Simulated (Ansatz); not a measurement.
# Electron scattering at the Σ5 (310) boundary in fcc Ir with C (interstitial)

How much does the Σ5 (310) boundary in fcc Ir with C (interstitial) reflect electrons?

Calculated with Ansatz 0.2.0; Ansatz plane-wave DFT, PBE, PAW files; relaxation of a bicrystal slab with its lowest layers held; PAW set soft_1, in the first sound run; inputs show where later runs differ.

## Step 1: The starting structure

The cell holds 33 atoms: 32 Ir and 1 C. Cell: a = 6.071 Å, b = 3.839 Å, c = 30.426 Å, α = 90.0°, β = 90.0°, γ = 90.0°. It derives from Ir. built on the (3 1 0) plane; 2 overlapping atoms removed and the grains opened by 0 Å. Vacuum lies along c.

## Step 2: Relaxing the bicrystal

The boundary is built by mirroring the lower grain in the boundary plane and removing any atoms that overlap; then the C is put in at the boundary. A thin bicrystal slab is relaxed first, with the lowest layers held and the upper grain free to shift and open.

File input.yaml:

```yaml
crystal:
  lattice:
    - [6.0706244242, 0.0, 0.0]
    - [0.0, 3.8394, 0.0]
    - [0.0, 0.0, 30.4259981568]
  atoms:
    - { symbol: Ir, position: [0.2000000001, 0.0, 0.1643331461] }
    - { symbol: Ir, position: [0.9000000001, 0.5, 0.1842852423] }
    - { symbol: Ir, position: [0.6000000001, 0.0, 0.2042373385] }
    - { symbol: Ir, position: [0.3000000001, 0.5, 0.2241894347] }
    - { symbol: Ir, position: [1.0e-10, 0.0, 0.2441415309] }
    - { symbol: Ir, position: [0.7000000001, 0.5, 0.2640936271] }
    - { symbol: Ir, position: [0.4000000001, 0.0, 0.2840457233] }
    - { symbol: Ir, position: [0.1, 0.5, 0.3039978195] }
    - { symbol: Ir, position: [0.8, 0.0, 0.3239499157] }
    - { symbol: Ir, position: [0.5, 0.5, 0.3439020119] }
    - { symbol: Ir, position: [0.2, 0.0, 0.3638541082] }
    - { symbol: Ir, position: [0.9, 0.5, 0.3838062044] }
    - { symbol: Ir, position: [0.6, 0.0, 0.4037583006] }
    - { symbol: Ir, position: [0.3, 0.5, 0.4237103968] }
    - { symbol: Ir, position: [0.0, 0.0, 0.443662493] }
    - { symbol: C, position: [0.6666666667, 0.5, 0.443662493] }
    - { symbol: Ir, position: [0.6, 0.0, 0.4835666854] }
    - { symbol: Ir, position: [0.9, 0.5, 0.5035187816] }
    - { symbol: Ir, position: [0.2, 0.0, 0.5234708778] }
    - { symbol: Ir, position: [0.5, 0.5, 0.543422974] }
    - { symbol: Ir, position: [0.8, 0.0, 0.5633750702] }
    - { symbol: Ir, position: [0.1, 0.5, 0.5833271664] }
    - { symbol: Ir, position: [0.4000000001, 0.0, 0.6032792626] }
    - { symbol: Ir, position: [0.7000000001, 0.5, 0.6232313588] }
    - { symbol: Ir, position: [1.0e-10, 0.0, 0.643183455] }
    - { symbol: Ir, position: [0.3000000001, 0.5, 0.6631355512] }
    - { symbol: Ir, position: [0.6000000001, 0.0, 0.6830876475] }
    - { symbol: Ir, position: [0.9000000001, 0.5, 0.7030397437] }
    - { symbol: Ir, position: [0.2000000001, 0.0, 0.7229918399] }
    - { symbol: Ir, position: [0.5000000001, 0.5, 0.7429439361] }
    - { symbol: Ir, position: [0.8000000001, 0.0, 0.7628960323] }
    - { symbol: Ir, position: [0.1000000001, 0.5, 0.7828481285] }
    - { symbol: Ir, position: [0.4000000001, 0.0, 0.8028002247] }
kpoints:
  mp_grid: { grid: [4, 6, 1] }
hamiltonian:
  xc: pbe
  pseudopotentials: { kind: paw, azcp: { folder: soft_1 } }
scf:
  occupations: { method: fermi_dirac, width: 0.1 }
relax:
  f_tol: 0.03
  max_steps: 80
  constraints: [{ sites: [0, 1, 2, 3, 4] }]
```

Started as:

```bash
$ ansatz run input.yaml --threads 4 --pin off --max-ram 15360MiB --backend cpu --events-out ev --progress --plain --runs-dir out
```

Numbers of over 12 decimals in the logs are rounded to 6 here.

What it wrote:

```text
Engine: ansatz 0.2.0, aarch64-unknown-linux-gnu
Pseudopotentials: kind: paw
Pseudopotential: Ir, paw, valence charge 17, recommended cutoff 420 eV (normal), soft_1/Ir.paw.azcp
Pseudopotential: C, paw, valence charge 4, recommended cutoff 420 eV (normal), soft_1/C.paw.azcp
Functional definition: PBE
  parameter kappa = 0.804
  parameter beta = 0.066725
  exchange = pbe_x(kappa = kappa, mu = beta*pi^2/3)
  correlation = pbe_c(beta = beta)
Crystal: 33 atoms, lattice volume = 709.156 Å³
Basis set: ecut = 420 eV, 13845 PW (Γ), exchange–correlation on 90×54×432 points (8 copies of the dense FFT grid, shifted against one another)
Bands: 329, of which v1, the nominal top of the filled ones, is band 274 counted from 1 (273 counted from 0)
Symmetry: 2 space group operations
Space group: Pm (ITA 6), of the structure as read, at distance tolerance 8.9e-5 Å
k-points: 12 of 24 (time reversal used)
Non-local potential: Ir, projectors of the file, l = 0: 3, l = 1: 2, l = 2: 2, l = 3: 1
Non-local potential: C, projectors of the file, l = 0: 2, l = 1: 2, l = 2: 1
PAW form: soft (Blöchl's): semilocal exchange-correlation on the pseudo side does not see the compensation charge
PAW one-centre angular grid: Ir, 590 points (default); XC on 64 Gauss nodes
PAW one-centre angular grid: C, 110 points (default); XC on 64 Gauss nodes
Initial density: superposition of atomic densities (neutral atoms: chi_scale 0, normalization atom)
Initial wavefunctions: pseudopotential atomic-orbital guess
Functional: x = pbe(κ = 0.804, μ = 0.219515), c = pbe(β = 0.066725)
iter 1 solved again at ethr=2.47e-3 eV; its pass at ethr=3.10e-3 eV (dr2=1.35e1 eV) is discarded
SCF iter   1: F=—  HF=-382219.279362 eV  |F-HF|=—  |Δ(HF+E_count)|=         —  Δρ=4.02e-2  dr2=1.36e1  ethr=2.47e-3  ⟨swp⟩=2.3  Hψ=20373  notcnv=0
preconditioner: auto → LDOS  [metal: Δε(μ)=0.013 eV  Ē_g=6.520 eV  σ=0.100 eV  W_gap=0.03  n_scr=206 (ndim 8)  ℏωp=23.8 eV  f_vac=0.295  D(μ)=36.43/eV (n_scr^D=326)  β→1.0]
SCF iter   2: F=—  HF=-382218.862235 eV  |F-HF|=—  |Δ(HF+E_count)|=   4.17e-1  Δρ=3.06e-2  dr2=1.04e1  ethr=2.47e-3  ⟨swp⟩=3.3  Hψ=11671  notcnv=0  defer=141
SCF iter   3: F=—  HF=-382215.851345 eV  |F-HF|=—  |Δ(HF+E_count)|=    3.01e0  Δρ=4.59e-3  dr2=3.85e-1  ethr=1.90e-3  ⟨swp⟩=3.2  Hψ=8356  notcnv=0  defer=165
SCF iter   4: F=—  HF=-382215.882003 eV  |F-HF|=—  |Δ(HF+E_count)|=   3.07e-2  Δρ=3.18e-3  dr2=8.02e-2  ethr=7.03e-5  ⟨swp⟩=2.2  Hψ=7963  notcnv=0  defer=163
SCF iter   5: F=—  HF=-382215.860806 eV  |F-HF|=—  |Δ(HF+E_count)|=   2.12e-2  Δρ=1.02e-3  dr2=2.05e-2  ethr=1.46e-5  ⟨swp⟩=3.7  Hψ=8757  notcnv=0  defer=163
SCF iter   6: F=—  HF=-382215.860044 eV  |F-HF|=—  |Δ(HF+E_count)|=   7.62e-4  Δρ=4.58e-4  dr2=2.25e-3  ethr=3.74e-6  ⟨swp⟩=2.1  Hψ=5748  notcnv=0  defer=163
SCF iter   7: F=—  HF=-382215.859664 eV  |F-HF|=—  |Δ(HF+E_count)|=   3.80e-4  Δρ=2.18e-4  dr2=4.05e-4  ethr=4.11e-7  ⟨swp⟩=2.7  Hψ=6348  notcnv=0  defer=163
SCF iter   8: F=—  HF=-382215.859596 eV  |F-HF|=—  |Δ(HF+E_count)|=   6.81e-5  Δρ=7.17e-5  dr2=4.96e-5  ethr=7.39e-8  ⟨swp⟩=2.6  Hψ=7281  notcnv=0  defer=163
SCF iter   9: F=-382215.859591 eV  HF=-382215.859600 eV  |F-HF|=8.72e-6  |Δ(HF+E_count)|=   3.65e-6  Δρ=2.92e-5  dr2=1.06e-5  ethr=4.11e-9  ⟨swp⟩=5.0  Hψ=14009  notcnv=0
SCF 1 converged in 9 iterations: F = -382215.859591 eV  dr2 = 1.06e-5
  greatest PAW one-centre occupation: 1.000 electrons in one spin orbital (limit 2), on the Ir atom at site 21 (counted from 0), in its partial waves of l = 0
relax step   1: F+E_penalty+E_count = -382215.85959126 eV  Δ(F+E_penalty+E_count) = +0.000e0 eV  max|allowed force component| = 2.092e0 eV/Å  Δτ_max = 0.0000 Å  (9 SCF iters, dr2 threshold 2.25e-5 eV, accepted)
Initial density: handed on by an earlier stage of this run
Initial wavefunctions: those handed on with the density
iter 1 solved again at ethr=7.45e-4 eV; its pass at ethr=3.10e-3 eV (dr2=4.08e0 eV) is discarded
SCF iter   1: F=—  HF=-382216.522965 eV  |F-HF|=—  |Δ(HF+E_count)|=         —  Δρ=1.24e-2  dr2=3.61e0  ethr=7.45e-4  ⟨swp⟩=1.6  Hψ=12984  notcnv=0  defer=162
preconditioner: auto → LDOS  [metal: Δε(μ)=0.037 eV  Ē_g=6.396 eV  σ=0.100 eV  W_gap=0.09  n_scr=206 (ndim 8)  ℏωp=23.8 eV  f_vac=0.300  D(μ)=37.23/eV (n_scr^D=334)  β→1.0]
SCF iter   2: F=—  HF=-382216.431525 eV  |F-HF|=—  |Δ(HF+E_count)|=   9.14e-2  Δρ=4.49e-3  dr2=2.41e-1  ethr=6.58e-4  ⟨swp⟩=2.1  Hψ=6032  notcnv=0  defer=162
SCF iter   3: F=—  HF=-382216.395653 eV  |F-HF|=—  |Δ(HF+E_count)|=   3.59e-2  Δρ=2.31e-3  dr2=8.15e-2  ethr=4.40e-5  ⟨swp⟩=2.7  Hψ=7722  notcnv=0  defer=162
SCF iter   4: F=—  HF=-382216.373440 eV  |F-HF|=—  |Δ(HF+E_count)|=   2.22e-2  Δρ=4.54e-4  dr2=2.39e-3  ethr=1.49e-5  ⟨swp⟩=2.8  Hψ=7580  notcnv=0  defer=162
SCF iter   5: F=—  HF=-382216.373071 eV  |F-HF|=—  |Δ(HF+E_count)|=   3.69e-4  Δρ=1.63e-4  dr2=3.63e-4  ethr=4.36e-7  ⟨swp⟩=2.8  Hψ=7410  notcnv=0  defer=162
SCF iter   6: F=-382216.373073 eV  HF=-382216.373101 eV  |F-HF|=2.81e-5  |Δ(HF+E_count)|=   3.01e-5  Δρ=6.64e-5  dr2=5.51e-5  ethr=1.82e-8  ⟨swp⟩=3.0  Hψ=14839  notcnv=0
SCF 2 converged in 6 iterations: F = -382216.373073 eV  dr2 = 5.51e-5
  greatest PAW one-centre occupation: 1.000 electrons in one spin orbital (limit 2), on the Ir atom at site 5 (counted from 0), in its partial waves of l = 0
relax step   2: F+E_penalty+E_count = -382216.37307286 eV  Δ(F+E_penalty+E_count) = -5.135e-1 eV  max|allowed force component| = 2.234e0 eV/Å  Δτ_max = 0.1903 Å  (6 SCF iters, dr2 threshold 1.00e-4 eV, accepted)
iter 1 solved again at ethr=3.41e-4 eV; its pass at ethr=3.10e-3 eV (dr2=1.87e0 eV) is discarded
SCF iter   1: F=—  HF=-382216.865385 eV  |F-HF|=—  |Δ(HF+E_count)|=         —  Δρ=1.03e-2  dr2=1.96e0  ethr=3.41e-4  ⟨swp⟩=2.0  Hψ=14688  notcnv=0  defer=146
preconditioner: auto → LDOS  [metal: Δε(μ)=0.006 eV  Ē_g=6.364 eV  σ=0.100 eV  W_gap=0.01  n_scr=206 (ndim 8)  ℏωp=23.8 eV  f_vac=0.297  D(μ)=36.58/eV (n_scr^D=326)  β→1.0]
SCF iter   2: F=—  HF=-382216.832844 eV  |F-HF|=—  |Δ(HF+E_count)|=   3.25e-2  Δρ=3.14e-3  dr2=1.06e-1  ethr=3.41e-4  ⟨swp⟩=2.0  Hψ=6029  notcnv=0  defer=146
SCF iter   3: F=—  HF=-382216.816934 eV  |F-HF|=—  |Δ(HF+E_count)|=   1.59e-2  Δρ=1.81e-3  dr2=5.07e-2  ethr=1.93e-5  ⟨swp⟩=3.0  Hψ=8664  notcnv=0  defer=146
SCF iter   4: F=—  HF=-382216.803008 eV  |F-HF|=—  |Δ(HF+E_count)|=   1.39e-2  Δρ=4.97e-4  dr2=2.69e-3  ethr=9.25e-6  ⟨swp⟩=2.2  Hψ=6006  notcnv=0  defer=155
SCF iter   5: F=—  HF=-382216.802426 eV  |F-HF|=—  |Δ(HF+E_count)|=   5.82e-4  Δρ=1.19e-4  dr2=2.10e-4  ethr=4.91e-7  ⟨swp⟩=2.1  Hψ=6110  notcnv=0  defer=155
[...]
relax step   5: F+E_penalty+E_count = -382217.27008345 eV  Δ(F+E_penalty+E_count) = -1.776e-1 eV  max|allowed force component| = 8.102e-1 eV/Å  Δτ_max = 0.1924 Å  (6 SCF iters, dr2 threshold 5.84e-5 eV, accepted)
relax step   6: F+E_penalty+E_count = -382217.49004043 eV  Δ(F+E_penalty+E_count) = -2.200e-1 eV  max|allowed force component| = 6.061e-1 eV/Å  Δτ_max = 0.1930 Å  (6 SCF iters, dr2 threshold 1.00e-4 eV, accepted)
relax step   7: F+E_penalty+E_count = -382217.59988731 eV  Δ(F+E_penalty+E_count) = -1.098e-1 eV  max|allowed force component| = 4.335e-1 eV/Å  Δτ_max = 0.2000 Å  (6 SCF iters, dr2 threshold 1.00e-4 eV, accepted)
relax step   8: F+E_penalty+E_count = -382217.64281943 eV  Δ(F+E_penalty+E_count) = -4.293e-2 eV  max|allowed force component| = 1.559e-1 eV/Å  Δτ_max = 0.1575 Å  (6 SCF iters, dr2 threshold 9.62e-5 eV, accepted)
relax step   9: F+E_penalty+E_count = -382217.65477580 eV  Δ(F+E_penalty+E_count) = -1.196e-2 eV  max|allowed force component| = 7.038e-2 eV/Å  Δτ_max = 0.0523 Å  (6 SCF iters, dr2 threshold 3.14e-6 eV, accepted)
relax step  10: F+E_penalty+E_count = -382217.65669236 eV  Δ(F+E_penalty+E_count) = -1.917e-3 eV  max|allowed force component| = 4.232e-2 eV/Å  Δτ_max = 0.0345 Å  (8 SCF iters, accepted)
SCF iter   1: F=—  HF=-382217.657695 eV  |F-HF|=—  |Δ(HF+E_count)|=         —  Δρ=3.55e-4  dr2=1.09e-3  ethr=4.81e-7  ⟨swp⟩=3.0  Hψ=9083  notcnv=0  defer=173
preconditioner: auto → LDOS  [metal: Δε(μ)=0.005 eV  Ē_g=6.365 eV  σ=0.100 eV  W_gap=0.01  n_scr=206 (ndim 8)  ℏωp=23.8 eV  f_vac=0.295  D(μ)=36.03/eV (n_scr^D=326)  β→1.0]
SCF iter   2: F=—  HF=-382217.657646 eV  |F-HF|=—  |Δ(HF+E_count)|=   4.92e-5  Δρ=1.22e-4  dr2=1.52e-4  ethr=1.99e-7  ⟨swp⟩=2.1  Hψ=6304  notcnv=0  defer=173
SCF iter   3: F=—  HF=-382217.657623 eV  |F-HF|=—  |Δ(HF+E_count)|=   2.29e-5  Δρ=4.21e-5  dr2=2.84e-5  ethr=2.77e-8  ⟨swp⟩=3.0  Hψ=7622  notcnv=0  defer=173
SCF iter   4: F=—  HF=-382217.657002 eV  |F-HF|=—  |Δ(HF+E_count)|=   6.21e-4  Δρ=1.02e-5  dr2=8.16e-7  ethr=5.19e-9  ⟨swp⟩=2.2  Hψ=6524  notcnv=0  defer=173
SCF iter   5: F=-382217.657002 eV  HF=-382217.657002 eV  |F-HF|=1.24e-8  |Δ(HF+E_count)|=   2.23e-7  Δρ=2.20e-6  dr2=3.27e-8  ethr=1.82e-11  ⟨swp⟩=5.8  Hψ=14927  notcnv=0
SCF 11 converged in 5 iterations: F = -382217.657002 eV  dr2 = 3.27e-8
relax step  11: F+E_penalty+E_count = -382217.65700199 eV  Δ(F+E_penalty+E_count) = -3.096e-4 eV  max|allowed force component| = 2.191e-2 eV/Å  Δτ_max = 0.0062 Å  (5 SCF iters, accepted)
SCF converged after 5 iterations
Free energy (F): -382217.657002 eV
Harris-Foulkes:  -382217.657002 eV  (|F-HF|=1.24e-8)
Internal energy: -382216.469888 eV  (E = F + TS)
E sigma→0 (E₀):  -382217.063445 eV
Entropy (-TS):   -1.187114 eV (-35.973 meV/atom)
Fermi energy:    14.694661 eV
--- Per-component energies (eV) ---
  E_band       = -8510.039663
  E_kinetic    = 17342.319253
  E_local      = -672775.543670  (includes V_loc(G=0)·N_el)
  E_nonlocal   = 6104.279345
  E_hartree    = 329027.473915
  E_xc         = -7398.945791
  E_vxc        = -8250.275433  (∫ρ·V_xc dr)
  E_paw        = -296585.422595  (= ΣΔE_a)
  E_vpaw       = -8985.797168  (= ΣTr[D̂ρ^β])
  E_aug_tail   = 0.011311  (compensation charges beyond the density's cutoff)
  E_ewald      = 242069.358343
  E_smearing   = -1.187114  (= −TS)
  E_closure    = 0.000000  (closes the sum)
  Σ components = -382217.657002   (vs F -382217.657002, Δ=0.00e0)
--- Forces (eV/Å), atoms counted from 1 ---
  atom   1  Ir    -0.30807211    -0.00000000     1.51269608
  atom   2  Ir     0.67046223    -0.00000000     0.56276764
  atom   3  Ir     0.15489090     0.00000000    -0.32777063
  atom   4  Ir    -0.20454605     0.00000000    -1.04104004
  atom   5  Ir    -0.31339345     0.00000000    -0.71038294
  atom   6  Ir    -0.00042705    -0.00000000     0.00198852
  atom   7  Ir    -0.00642656    -0.00000000    -0.00035646
  atom   8  Ir     0.00091349     0.00000000    -0.00209251
  atom   9  Ir    -0.00322749     0.00000000     0.00523095
  atom  10  Ir     0.00328980     0.00000000     0.01115875
  atom  11  Ir     0.01203701     0.00000000     0.00367645
  atom  12  Ir    -0.00013077    -0.00000000     0.00142782
  atom  13  Ir    -0.00164773     0.00000000     0.00226027
  atom  14  Ir     0.00689682    -0.00000000     0.00897803
  atom  15  Ir     0.00354721     0.00000000    -0.00701104
  atom  16  C     -0.00666975    -0.00000000    -0.02191343
  atom  17  Ir    -0.00795763     0.00000000     0.00517613
  atom  18  Ir    -0.00669141     0.00000000    -0.00490328
  atom  19  Ir    -0.00109652     0.00000000     0.00511337
  atom  20  Ir     0.00531125    -0.00000000    -0.00008945
  atom  21  Ir     0.00038542    -0.00000000    -0.00342870
  atom  22  Ir    -0.00294019    -0.00000000    -0.00463659
  atom  23  Ir     0.00371659    -0.00000000    -0.00433630
  atom  24  Ir    -0.00076681     0.00000000     0.00118728
  atom  25  Ir     0.00039270     0.00000000    -0.00310086
  atom  26  Ir    -0.00004482    -0.00000000     0.00456740
  atom  27  Ir     0.00046589    -0.00000000     0.00202127
  atom  28  Ir     0.00007268    -0.00000000    -0.00099431
  atom  29  Ir     0.00098293     0.00000000     0.00254485
  atom  30  Ir    -0.00069733    -0.00000000    -0.00138557
  atom  31  Ir     0.00107128     0.00000000    -0.00134521
  atom  32  Ir     0.00046091    -0.00000000     0.00121829
  atom  33  Ir    -0.00014321    -0.00000000     0.00275307
  max |Σ_I F_I| component: 2.12e-5 eV/Å
--- Relaxed structure (11 steps of the walk, 11 accepted, 0 SCFs on fresh bases) ---
  F+E_penalty+E_count = -382217.65700199 eV   max|allowed force component| = 2.191e-2 eV/Å
  atoms:
    - { symbol: Ir, position: [0.200000, 0.0, 0.1643331461] }
    - { symbol: Ir, position: [0.9000000001, 0.500000, 0.184285] }
    - { symbol: Ir, position: [0.6000000001, 0.0, 0.204237] }
    - { symbol: Ir, position: [0.3000000001, 0.500000, 0.2241894347] }
    - { symbol: Ir, position: [9.999999999999999e-11, 0.0, 0.244142] }
    - { symbol: Ir, position: [0.696627, 0.500000, 0.263463] }
    - { symbol: Ir, position: [0.402173, 0, 0.283964] }
    - { symbol: Ir, position: [0.101774, 0.500000, 0.304434] }
    - { symbol: Ir, position: [0.803538, 2.2221112509038016e-19, 0.323697] }
    - { symbol: Ir, position: [0.498303, 0.500000, 0.343528] }
    - { symbol: Ir, position: [0.197089, -1.2021155722135178e-18, 0.365220] }
    - { symbol: Ir, position: [0.898664, 0.500000, 0.386410] }
    - { symbol: Ir, position: [0.605977, -3.4973266447344566e-18, 0.407733] }
    - { symbol: Ir, position: [0.308921, 0.500000, 0.427150] }
    - { symbol: Ir, position: [0.0080791, -2.5337506795220594e-18, 0.446542] }
    - { symbol: C, position: [0.651666, 0.500000, 0.436048] }
    - { symbol: Ir, position: [0.430076, -3.878168962041969e-18, 0.487975] }
    - { symbol: Ir, position: [0.755398, 0.500000, 0.498607] }
    - { symbol: Ir, position: [0.046210, -5.224458867825171e-18, 0.529409] }
    - { symbol: Ir, position: [0.348860, 0.500000, 0.546295] }
    - { symbol: Ir, position: [0.649080, -1.2484534183795711e-18, 0.564794] }
    - { symbol: Ir, position: [-0.046201, 0.500000, 0.586955] }
    - { symbol: Ir, position: [0.250246, -3.932172603176827e-18, 0.607749] }
    - { symbol: Ir, position: [0.551011, 0.500000, 0.626090] }
    - { symbol: Ir, position: [-0.150540, -3.7841470093089515e-18, 0.647485] }
    - { symbol: Ir, position: [0.150321, 0.500000, 0.668075] }
    - { symbol: Ir, position: [0.450937, -4.215905710150126e-18, 0.687879] }
    - { symbol: Ir, position: [0.743521, 0.500000, 0.707736] }
    - { symbol: Ir, position: [0.044810, -4.09092359781608e-18, 0.727642] }
    - { symbol: Ir, position: [0.351635, 0.500000, 0.749560] }
    - { symbol: Ir, position: [0.650839, -4.5292970440555506e-18, 0.768044] }
    - { symbol: Ir, position: [-0.047115, 0.500000, 0.785520] }
    - { symbol: Ir, position: [0.246078, -6.494530418666229e-19, 0.803538] }
```

Wall time 19 min (4 threads of Arm Neoverse V1, shared host); peak memory 4.9 GiB; 75 min of CPU time.

Relaxation path:

| step | energy less that of the first step (eV) | largest force component (eV/Å) |
| --- | --- | --- |
| 1 | 0.0000 | 2.0920 |
| 2 | -0.5135 | 2.2344 |
| 3 | -0.9428 | 0.7071 |
| 4 | -1.2328 | 0.7636 |
| 5 | -1.4105 | 0.8102 |
| 6 | -1.6304 | 0.6061 |
| 7 | -1.7403 | 0.4335 |
| 8 | -1.7832 | 0.1559 |
| 9 | -1.7952 | 0.0704 |
| 10 | -1.7971 | 0.0423 |
| 11 | -1.7974 | 0.0219 |

Forces are held to the 2 operations that the run works with; a distortion that breaks them can't arise in this run.

The atoms that moved most (Å):

| atom | dx | dy | dz | length |
| --- | --- | --- | --- | --- |
| Ir17 | -1.032 | 0.000 | 0.134 | 1.040 |
| Ir28 | -0.950 | 0.000 | 0.143 | 0.961 |
| Ir29 | -0.942 | 0.000 | 0.141 | 0.953 |
| Ir19 | -0.934 | 0.000 | 0.181 | 0.951 |
| Ir33 | -0.934 | 0.000 | 0.022 | 0.935 |
| Ir25 | -0.914 | 0.000 | 0.131 | 0.923 |
| Ir30 | -0.901 | 0.000 | 0.201 | 0.923 |
| Ir20 | -0.918 | 0.000 | 0.087 | 0.922 |

This step gave:

```
free energy             : -382217.6570 eV
energy at zero smearing : -382217.0634 eV
Fermi energy            : 14.69 eV
```

The largest force component on a free atom ends at 0.022 eV/Å, under the tolerance of 0.03, after 11 steps.

[end of part 1 of 2]

[Logs are printed without paths, hosts, clocks, repeated set-up lines and the standing remarks that a program may print on its own settings, such as how far it seeks lower states.]

[Hosts, paths, dates, database ids (printed as entryN), source tags and the programs' standing remarks are cut or masked in the printed files.]
